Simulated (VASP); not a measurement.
CdS, 2 atoms in the cell. Symmetry: Pm-3m, No. 221, cubic system. The conventional cell has a = 3.410 Å, b = 3.410 Å, c = 3.410 Å, α = 90.00°, β = 90.00°, γ = 90.00°. Cd (site symmetry m-3m) is surrounded by 8 S at 2.95 Å. Around S (site symmetry m-3m) lie 8 Cd at 2.95 Å. Measurements of this composition are mostly on another form, of space group No. 186.

```yaml
Program: VASP 6.6.1
Task: single point
Functional: PBE
Potentials_or_basis: VASP PAW PBE potentials, release 64 (Cd, S)
Cutoff: 520 eV
k_mesh: 14 × 14 × 14
Occupations: fermi-dirac, width 0.05 eV
Spin: no spin polarisation
Dipole_correction: no
Further_INCAR_settings: ALGO = Normal; EDIFF = 1e-07; NBANDS = 16
```

Potentials or basis: VASP PAW PBE potentials, release 64 (Cd, S).

Launch:

```console
$ cat potpaw_PBE.64/Cd/POTCAR potpaw_PBE.64/S/POTCAR > POTCAR
$ mpirun -np 1 vasp_std > vasp.out
```

Hardware: 1 thread of Intel(R) Xeon(R) Platinum 8559C (Emerald Rapids), with other jobs on the host.

How long does it take, and how much memory?

Wall time 33 s on 1 thread of Intel(R) Xeon(R) Platinum 8559C (Emerald Rapids) (shared host), peak memory 0.21 GiB. Counts: scf iterations 15, k points 120.
